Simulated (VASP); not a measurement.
SnSe2, 3 atoms in the cell. Symmetry: P-3m1, No. 164, trigonal system. The conventional cell has a = 3.804 Å, b = 3.804 Å, c = 5.762 Å, α = 90.00°, β = 90.00°, γ = 120.00°. Around Sn (site symmetry -3m) lie 6 Se at 2.71 Å. Se (site symmetry 3m) has 3 Sn at 2.71 Å as nearest neighbours. 

- Program: VASP 6.6.1
- Task: relaxation of cell and atoms
- Functional: PBE
- Potentials or basis: VASP PAW PBE potentials, release 64 (Sn_d, Se)
- Cutoff: 600 eV
- k mesh: 9 × 9 × 5
- Occupations: gaussian, width 0.03 eV
- Spin: no spin polarisation
- Target pressure: 5.1 GPa
- Further INCAR settings: ALGO = Normal; EDIFF = 1e-07; IBRION = 2; EDIFFG = -0.005; NSW = 90; ISIF = 3
- Target pressure: 5.1 GPa

Potentials or basis: VASP PAW PBE potentials, release 64 (Sn_d, Se).

Run with:

```bash
$ cat potpaw_PBE.64/Sn_d/POTCAR potpaw_PBE.64/Se/POTCAR > POTCAR
$ mpirun -np 1 vasp_std > vasp.out
```

Hardware: 1 thread of Intel(R) Xeon(R) Platinum 8559C (Emerald Rapids), on a shared host.

Q: How long does it take, and how much memory?

A: Run time: 110 s on 1 thread of Intel(R) Xeon(R) Platinum 8559C (Emerald Rapids) (shared host), peak memory 0.25 GiB. Counts: scf iterations 30, k points 50, ion steps 4.
